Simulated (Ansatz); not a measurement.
# SnO2 monolayer (2H) under uniaxial strain along a, the zigzag direction, with the width clamped

Wanted: the shifts of the zone-centre modes of SnO2 monolayer (2H) with strain.

Main program and level: Ansatz 0.2.0; DFT PBE, scalar-relativistic, plane waves, PAW; PAW set soft_1.

This is a report of a sequence of runs, with most program output left out.

### Step 1. The structure

The cell holds 3 atoms: 1 Sn and 2 O. Its edges and angles: a = 3.320 Å, b = 3.320 Å, c = 28.700 Å, α = 90.0°, β = 90.0°, γ = 120.0°. Vacuum lies along c. The height across the vacuum is the one that the program set for its solve, not the one typed.

### Step 2. Bringing the structure to rest

Harmonic phonons are second derivatives at a point where the forces vanish, and they are wanted at zero stress, so atoms and cell are relaxed first. The program lengthens the typed cell of 20.0 Å along the normal to 28.7 Å, as its cut-off of the electrostatics needs, and moves no atom.

The input, input.yaml:

```yaml
crystal:
  lattice:
    - [3.32, 0.0, 0.0]
    - [-1.66, 2.8752, 0.0]
    - [0.0, 0.0, 20.0]
  atoms:
    - { symbol: Sn, position: [0.333333, 0.666667, 0.5] }
    - { symbol: O, position: [0.666667, 0.333333, 0.56125] }
    - { symbol: O, position: [0.666667, 0.333333, 0.43875] }
  periodic: [true, true, false]
kpoints:
  mp_grid: { grid: [15, 15, 1] }
hamiltonian:
  xc: pbe
  pseudopotentials: { kind: paw, azcp: { folder: soft_1 } }
scf:
  occupations: { method: gaussian, width: 0.1 }
output:
  forces: true
  stress: true
  eigenvalues: true
  write_density: true
  write_potential: true
  elf: true
  volumetric_format: npy
relax:
  adjacent_minimum: "off"
  f_tol: 0.005
  max_steps: 80
  cell: { stress_2d_tol: 0.02 }
```

Launch:

```sh
ansatz run input.yaml --threads 4 --pin off --max-ram 16384MiB --backend cpu --events-out ev --progress --plain --runs-dir out
```

Wall time 37 s (4 threads of Arm Neoverse V1, shared host); peak memory 0.57 GiB.

Step by step:

| step | energy less that of the first step (eV) | largest force component (eV/Å) | volume (Å³) |
| --- | --- | --- | --- |
| 1 | 0.0000 | 0.1490 | 273.96 |
| 2 | -0.3425 | 1.1153 | 247.85 |
| 3 | 0.1892 | 4.0012 | 223.07 |
| 4 | -0.4372 | 0.2212 | 240.43 |
| 5 | -0.4402 | 0.0072 | 239.25 |
| 6 | -0.4402 | 0.0004 | 239.36 |
| 7* | -0.4356 | 0.0007 | 239.36 |
| 8 | -0.4357 | 0.0003 | 239.09 |
| 9* | -0.4356 | 0.0004 | 239.09 |

Relaxation steps marked * repeat the geometry before them on a plane-wave basis chosen anew for their cell, so energy and pressure can jump there. Relaxation step 3 was tried and not accepted.

The run keeps the 12 symmetry operations that it works with, so distortions that break them were not tested.

| cell as run | before | after | change |
| --- | --- | --- | --- |
| a (Å) | 3.320 | 3.102 | -6.6 % |
| b (Å) | 3.320 | 3.102 | -6.6 % |

Final coordinates:

```xyz
3
Lattice="3.1015 0.0000 0.0000 -1.5508 2.6860 0.0000 0.0000 0.0000 28.7000" Properties=species:S:1:pos:R:3
Sn    0.0000    1.7907   10.0000
O     1.5508    0.8953   11.2303
O     1.5508    0.8953    8.7697
```

This step gave:

- gap on the k-mesh: 0.6501 eV
- area per atom: 2.777 Å²

Valence density in the ac plane at fractional y = 0.333, with atoms of O within 0.2 Å of it. It is the smooth field of the valence electrons, not physical close to the nuclei.

Ten steps, logarithmic in the rise over the least value, from '_' (0.0 e/Å³) to '@' (5.5 e/Å³), each cell a mean:
```
________________________________
________________________________
________________________________
________________________________
________________________________
________________________________
________________________________
________________________________
________________________________
________________________________
________________________________
________________________________
________________________________
____________....::--------::::..
--::::::::--==**##@@@@@@@@%%**==
====++++++========++++++++======
----::::----==**##@@@@@@@@%%**++
..__________..::--========--::..
________________________________
________________________________
________________________________
________________________________
________________________________
________________________________
```
Columns run along a (3.1 Å), rows up along c (28.7 Å). Atoms in or near the plane, at fractional coordinates: O at (0.67, 0.39), O at (0.67, 0.31).

Electrostatic potential energy in the ac plane at fractional y = 0.333, with atoms of O within 0.2 Å of it. With pseudopotentials it is smooth inside the atoms' cores, unlike the true potential.

Values in eV, 24 rows by 16 columns, each cell a mean:
```
  0   0   0   0   0   0   0   0   0   0   0   0   0   0   0   0
  0   0   0   0   0   0   0   0   0   0   0   0   0   0   0   0
  0   0   0   0   0   0   0   0   0   0   0   0   0   0   0   0
  0   0   0   0   0   0   0   0   0   0   0   0   0   0   0   0
  0   0   0   0   0   0   0   0   0   0   0   0   0   0   0   0
  0   0   0   0   0   0   0   0   0   0   0   0   0   0   0   0
  0   0   0   0   0   0   0   0   0   0   0   0   0   0   0   0
  0   0   0   0   0   0   0   0   0   0   0   0   0   0   0   0
  0   0   0   0   0   0   0   0   0   0   0   0   0   0   0   0
  0   0   0   0   0   0   0   0   0   0   0   0   0   0   0   0
  0   0   0   0   0   0   0   0   0   0   0   0   0   0   0   0
  0   0   0   0   0   0   0   0   0   0   0   0   0   0   0   0
  0   0   0   0   0   0   0   0   0   0   0   0   0   0   0   0
  0   0  -1  -1  -1   0   0   0  -1  -1  -2  -2  -1  -1   0   0
 -6  -6  -6  -6  -6  -6  -6 -11 -23 -27 -28 -28 -28 -25 -15  -6
-18 -23 -25 -26 -25 -21 -15 -11  -9  -9 -10 -10  -9  -9 -10 -13
 -7  -7  -8  -8  -8  -7  -7 -12 -23 -27 -28 -28 -27 -25 -16  -7
 -1  -1  -1  -1  -1  -1  -1  -1  -1  -3  -5  -5  -4  -2  -1  -1
  0   0   0   0   0   0   0   0   0   0   0   0   0   0   0   0
  0   0   0   0   0   0   0   0   0   0   0   0   0   0   0   0
  0   0   0   0   0   0   0   0   0   0   0   0   0   0   0   0
  0   0   0   0   0   0   0   0   0   0   0   0   0   0   0   0
  0   0   0   0   0   0   0   0   0   0   0   0   0   0   0   0
  0   0   0   0   0   0   0   0   0   0   0   0   0   0   0   0
```
Columns run along a (3.1 Å; values clipped at the 3rd and 97th percentile), rows up along c (28.7 Å). Atoms in or near the plane, at fractional coordinates: O at (0.67, 0.39), O at (0.67, 0.31).

ELF in the ac plane at fractional y = 0.333, with atoms of O within 0.2 Å of it. It is the smooth field of the valence electrons, not physical close to the nuclei.

Ten even steps from '0' (0.00) to '9' (0.81), each cell a mean:
```
0000000000000000
0000000000000000
0000000000000000
0000000000000000
0000000000000000
0000000000000000
0000000000000000
0000000000000000
0000000000000000
0000000000000000
0000000000000000
0000000000000000
0000000000000000
1000012456776643
4211137999879998
2222222344444432
4211136999778997
1000013567887754
0000000000000000
0000000000000000
0000000000000000
0000000000000000
0000000000000000
0000000000000000
```
Columns run along a (3.1 Å), rows up along c (28.7 Å). Atoms in or near the plane, at fractional coordinates: O at (0.67, 0.39), O at (0.67, 0.31).

### Step 3. Relaxation

The relaxation is repeated from its end, on the mesh and smearing that suit the cell and gap now reached.

input.yaml, the sections that differ from step 2:

```yaml
crystal:
  lattice:
    - [3.1015086663, 0.0, 0.0]
    - [-1.5507543331, 2.685985295, 0.0]
    - [0.0, 0.0, 28.7]
  atoms:
    - { symbol: Sn, position: [0.3333333333, 0.6666666667, 0.3484320557] }
    - { symbol: O, position: [0.6666666667, 0.3333333333, 0.3912981121] }
    - { symbol: O, position: [0.6666666667, 0.3333333333, 0.3055659994] }
  periodic: [true, true, false]
kpoints:
  mp_grid: { grid: [12, 12, 1] }
scf:
  occupations: { method: gaussian, width: 0.02 }
# hamiltonian, output, relax: as in step 2
```

The job ended after 6.3 s (4 threads; peak memory 0.51 GiB; 24 s of CPU time).

Little changed from the start: no atom moved by 0.005 Å and no cell edge by 0.1 %.

### Step 4. Tight relaxation

Phonons need small forces and stress, so the relaxation is finished with tight tolerances on 12×12×1 k points.

input.yaml, the sections that differ from step 3:

```yaml
crystal:
  lattice:
    - [3.1015086663, 0.0, 0.0]
    - [-1.5507543331, 2.6859852951, 0.0]
    - [0.0, 0.0, 28.7]
  atoms:
    - { symbol: Sn, position: [0.3333333333, 0.6666666667, 0.3484320557] }
    - { symbol: O, position: [0.6666666667, 0.3333333333, 0.3912981121] }
    - { symbol: O, position: [0.6666666667, 0.3333333333, 0.3055659994] }
  periodic: [true, true, false]
scf:
  occupations: { method: fixed }
relax:
  adjacent_minimum: "off"
  f_tol: 0.001
  max_steps: 60
  cell: { stress_2d_tol: 0.002 }
# kpoints, hamiltonian, output: as in step 3
```

Wall time 9.5 s (4 threads); peak memory 0.51 GiB; 36 s of CPU time.

Little changed from the start: no atom moved by 0.005 Å and no cell edge by 0.1 %.

This step gave:

```
gap on the k-mesh : 0.6505 eV
```

ELF in the ac plane at fractional y = 0.333, with atoms of O within 0.2 Å of it. It is the smooth field of the valence electrons, not physical close to the nuclei.

Ten even steps from '0' (0.00) to '9' (0.81), each cell a mean:
```
0000000000000000
0000000000000000
0000000000000000
0000000000000000
0000000000000000
0000000000000000
0000000000000000
0000000000000000
0000000000000000
0000000000000000
0000000000000000
0000000000000000
0000000000000000
1000012456776643
4211137999879998
2222222344444432
4211136999778997
1000013567887754
0000000000000000
0000000000000000
0000000000000000
0000000000000000
0000000000000000
0000000000000000
```
Columns run along a (3.1 Å), rows up along c (28.7 Å). Atoms in or near the plane, at fractional coordinates: O at (0.67, 0.39), O at (0.67, 0.31).

Valence density in the ac plane at fractional y = 0.333, with atoms of O within 0.2 Å of it. It is the smooth field of the valence electrons, not physical close to the nuclei.

Ten steps, logarithmic in the rise over the least value, from '_' (0.0 e/Å³) to '@' (5.5 e/Å³), each cell a mean:
```
________________________________
________________________________
________________________________
________________________________
________________________________
________________________________
________________________________
________________________________
________________________________
________________________________
________________________________
________________________________
________________________________
____________....::--------::::..
--::::::::--==**##@@@@@@@@%%**==
====++++++========++++++++======
----::::----==**##@@@@@@@@%%**++
..__________..::--========--::..
________________________________
________________________________
________________________________
________________________________
________________________________
________________________________
```
Columns run along a (3.1 Å), rows up along c (28.7 Å). Atoms in or near the plane, at fractional coordinates: O at (0.67, 0.39), O at (0.67, 0.31).

Electrostatic potential energy in the ac plane at fractional y = 0.333, with atoms of O within 0.2 Å of it. With pseudopotentials it is smooth inside the atoms' cores, unlike the true potential.

Ten even steps from '0' (-28 eV) to '9' (0 eV), each cell a mean:
```
9999999999999999
9999999999999999
9999999999999999
9999999999999999
9999999999999999
9999999999999999
9999999999999999
9999999999999999
9999999999999999
9999999999999999
9999999999999999
9999999999999999
9999999999999999
9999999999999999
7777777610000047
3100124566666665
7776777510000047
9999999998888999
9999999999999999
9999999999999999
9999999999999999
9999999999999999
9999999999999999
9999999999999999
```
Columns run along a (3.1 Å; values clipped at the 3rd and 97th percentile), rows up along c (28.7 Å). Atoms in or near the plane, at fractional coordinates: O at (0.67, 0.39), O at (0.67, 0.31).

The largest force component left is 0.57 meV/Å, within the tolerances set.

### Step 5. Modes at rest

The force constants come from the linear response of the density to a displacement.

The modes at rest are the reference of the series.

input.yaml, the sections that differ from step 4:

```yaml
crystal:
  lattice:
    - [3.1014260212, 0.0, 0.0]
    - [-1.5507130106, 2.6859137224, 0.0]
    - [0.0, 0.0, 28.7]
  atoms:
    - { symbol: Sn, position: [0.3333333333, 0.6666666667, 0.3484320557] }
    - { symbol: O, position: [0.6666666667, 0.3333333333, 0.3912986974] }
    - { symbol: O, position: [0.6666666667, 0.3333333333, 0.3055654141] }
  periodic: [true, true, false]
output:
  eigenvalues: true
phonons:
  method: dfpt
# kpoints, hamiltonian, scf: as in step 4
# relax: removed
```

Run time: 36 s. Hardware: 4 threads; peak memory 0.96 GiB.

This step gave:

```yaml
sum_rule_residual_before_enforcement: 1.02e-4 eV/Å²
point_group: -6m2
highest_optical_mode_at_the_zone_centre_no_lo_to_term: 619.6 cm⁻¹
lowest_optical_zone_centre_mode: -69.36 cm⁻¹
```

Without the LO-TO term. Patterns of degenerate modes are one choice out of their space. The modes at Γ (shares of kinetic energy by element, %) (negative means imaginary):

| mode | frequency (cm⁻¹) | symmetry | Sn % | O % |
| --- | --- | --- | --- | --- |
| 1 | -69.4 | E'' | 0 | 100 |
| 2 | -69.4 | E'' | 0 | 100 |
| 3 | 0.0 | acoustic | 79 | 21 |
| 4 | 0.0 | acoustic | 79 | 21 |
| 5 | 0.0 | acoustic | 79 | 21 |
| 6 | 324.9 | E' | 21 | 79 |
| 7 | 324.9 | E' | 21 | 79 |
| 8 | 513.4 | A2'' | 21 | 79 |
| 9 | 619.6 | A1' | 0 | 100 |

Displacements in mode 1 (-69.4 cm⁻¹), the largest set to 1:
```
Sn1  0.00  0.00  0.00
O2   0.20  1.00  0.00
O3  -0.20 -1.00  0.00
```

Displacements in mode 9 (619.6 cm⁻¹), the largest set to 1:
```
Sn1  0.00  0.00  0.00
O2   0.00  0.00 -1.00
O3   0.00  0.00  1.00
```

Before it was imposed, the acoustic sum rule was missed by 1.0e-4 eV/Å². Small misses are needed for a sound result but don't prove that mesh and cutoff are converged. The lowest optical mode is imaginary, 69.4i cm⁻¹, so the energy falls along it.

### Step 6. Relaxation of a member: uniaxial strain of +5 % along a, the zigzag direction, with the width clamped

The cell takes a uniaxial strain of +5 % along a, the zigzag direction, with the width clamped. The cell is held, and the atoms relax in it.

The input, input.yaml:

```yaml
crystal:
  lattice:
    - [3.2564973223, 0.0, 0.0]
    - [-1.6282486611, 2.6859137224, 0.0]
    - [0.0, 0.0, 28.7]
  atoms:
    - { symbol: Sn, position: [0.3321384996, 0.6642769993, 0.3484320557] }
    - { symbol: O, position: [0.6672640835, 0.3345281671, 0.3911473474] }
    - { symbol: O, position: [0.6672640835, 0.3345281671, 0.3057167641] }
  periodic: [true, true, false]
kpoints:
  mp_grid: { grid: [12, 12, 1] }
hamiltonian:
  xc: pbe
  pseudopotentials: { kind: paw, azcp: { folder: soft_1 } }
scf:
  occupations: { method: gaussian, width: 0.02 }
output:
  forces: true
  stress: true
  eigenvalues: true
relax:
  adjacent_minimum: "off"
  f_tol: 0.001
  max_steps: 60
```

It took 19 s on 4 threads; peak memory 0.59 GiB.

No atom moved by 0.005 Å in the relaxation.

Numbers from this step:

```
gap on the k-mesh : 0.3225 eV
area per atom     : 2.916 Å²
```

The largest force component left is 0.91 meV/Å.

### Step 7. Zone-centre modes of the member: uniaxial strain of +5 % along a, the zigzag direction, with the width clamped

The zone-centre modes follow for uniaxial strain of +5 % along a, the zigzag direction, with the width clamped.

input.yaml, the sections that differ from step 6:

```yaml
crystal:
  lattice:
    - [3.2564973223, 0.0, 0.0]
    - [-1.6282486611, 2.6859137224, 0.0]
    - [0.0, 0.0, 28.7]
  atoms:
    - { symbol: Sn, position: [0.3320673726, 0.6641347452, 0.3484320557] }
    - { symbol: O, position: [0.6672996471, 0.3345992942, 0.3911249298] }
    - { symbol: O, position: [0.6672996471, 0.3345992942, 0.3057391817] }
  periodic: [true, true, false]
scf:
  occupations: { method: fixed }
output:
  eigenvalues: true
phonons:
  method: dfpt
# kpoints, hamiltonian: as in step 6
# relax: removed
```

Wall time 50 s (4 threads); peak memory 0.98 GiB; 3.2 min of CPU time.

Numbers from this step:

- gap on the k-mesh: 0.3224 eV
- sum-rule residual before enforcement: 1.30e-4 eV/Å²
- point group: mm2
- highest optical mode at the zone centre (no LO-TO term): 612.9 cm⁻¹
- lowest optical zone-centre mode: -193.2 cm⁻¹

Without the LO-TO term. Patterns of degenerate modes are one choice out of their space. The modes at Γ (shares of kinetic energy by element, %) (negative means imaginary):

| mode | frequency (cm⁻¹) | symmetry | Sn % | O % |
| --- | --- | --- | --- | --- |
| 1 | -193.2 | A2 | 0 | 100 |
| 2 | -122.0 | B1 | 0 | 100 |
| 3 | 0.0 | acoustic | 79 | 21 |
| 4 | 0.0 | acoustic | 79 | 21 |
| 5 | 0.0 | acoustic | 79 | 21 |
| 6 | 276.4 | B2 | 21 | 79 |
| 7 | 306.0 | A1 | 21 | 79 |
| 8 | 477.7 | B1 | 21 | 79 |
| 9 | 612.9 | A1 | 0 | 100 |

Displacements in mode 1 (-193.2 cm⁻¹), the largest set to 1:
```
Sn1  0.00  0.00  0.00
O2   1.00  0.00  0.00
O3  -1.00  0.00  0.00
```

Displacements in mode 7 (306.0 cm⁻¹), the largest set to 1:
```
Sn1  0.00 -0.27  0.00
O2   0.00  1.00 -0.04
O3   0.00  1.00  0.04
```

The lowest optical mode is imaginary, 193.2i cm⁻¹, so the energy falls along it, and the highest lies at 612.9 cm⁻¹.

(Continued in part 2 of 2.)

[Logs are printed without paths, hosts, clocks, repeated set-up lines and the standing remarks that a program may print on its own settings, such as how far it seeks lower states.]

[Hosts, paths, dates, database ids (printed as entryN), source tags and the programs' standing remarks are cut or masked in the printed files.]
